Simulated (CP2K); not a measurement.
Crystal: Pt.

```
CELL_PARAMETERS angstrom
2.77313 0.00000 0.00000
1.38657 2.40160 0.00000
1.38657 0.80053 2.26425
ATOMIC_POSITIONS crystal
Pt 0.00000 0.00000 0.00000
```

Base run:

- Program: CP2K 2026.2
- Functional: PBEsol
- Potentials or basis: POTENTIAL_UZH Pt GTH-PBE-q18; TZVP-MOLOPT-PBE-GTH basis
- Density cutoff: 6123 eV
- k mesh: 12 × 12 × 12
- Occupations: gaussian, width 0.02 eV
- Spin: no spin polarisation

Its results: band gap on the k mesh none (metal or under the smearing width); pressure -0.3 GPa.

Q: After a change of settings the same cell gave: band gap on the k mesh none (metal or under the smearing width); pressure 14.1 GPa. Which change was it?
A. functional from PBEsol to RPBE
B. functional from PBEsol to PBE; occupations from gaussian, width 0.02 eV to gaussian, width 0.018 eV
C. occupations from gaussian, width 0.02 eV to gaussian, width 0.1 eV

A: A.

RPBE binds less tightly than PBEsol, so the same cell stands under more pressure.

Caveats: the potentials were made for another functional, which shifts forces and pressure; the basis of atomic orbitals isn't converged, which shifts pressures, moduli and gaps.
